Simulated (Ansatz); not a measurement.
## Phases of Sb at 22 GPa

Structure types of Sb are relaxed in primitive cells with their symmetry kept at 22 GPa, first on PAW files, then by LAPW. The enthalpy is E + pV at zero temperature, without zero-point motion. Only the types listed were tried, and differences under about 5 meV/atom are mesh noise. The real phase may be another.

All numbers are PBE results (scalar-relativistic) from Ansatz 0.2.0, with Fermi–Dirac smearing of 0.08 eV, no spin polarisation. Methods: LAPW: all electrons, basis error target 0.5 meV/atom; PAW: frozen-core files, cutoff 420 eV.

k meshes: fcc 15×15×15, bcc 15×15×15, hcp 14×14×8, omega 7×7×10, beta tin 14×14×14, simple hexagonal 14×14×13.

Spin–orbit coupling is left out, which matters for the heavy atoms.

Which type is lowest in enthalpy, and by how much?

bcc, 63 meV/atom below omega. The whole table:

| start type | ends as | a, b, c (Å) | V (Å³/atom) | H − H(lowest), LAPW (meV/atom) | same, PAW |
| --- | --- | --- | --- | --- | --- |
| fcc | fcc, Fm-3m | 4.445, 4.445, 4.445 | 21.96 | 109.0 | 108.9 |
| bcc | bcc, Im-3m | 3.521, 3.521, 3.521 | 21.82 | 0.0 | 0.0 |
| hcp | hcp, P6_3/mmc | 3.140, 3.140, 5.143 | 21.96 | 70.5 | 70.4 |
| omega | omega, P6/mmm | 5.059, 5.059, 2.982 | 22.03 | 63.1 | 63.1 |
| beta tin | beta tin, I4_1/amd | 5.636, 5.636, 2.947 | 23.40 | 141.1 | 140.8 |
| simple hexagonal | simple hexagonal, P6/mmm | 3.052, 3.052, 2.870 | 23.15 | 133.4 | 133.1 |

Split the lead of bcc over omega into energy and pV.

For omega less bcc: ΔE = +34.7 meV/atom, and p·ΔV = 22 GPa × +0.2064 Å³ × 6.242 meV/(GPa·Å³) = +28.3 meV/atom, together 63.0 meV/atom. bcc wins on both counts.
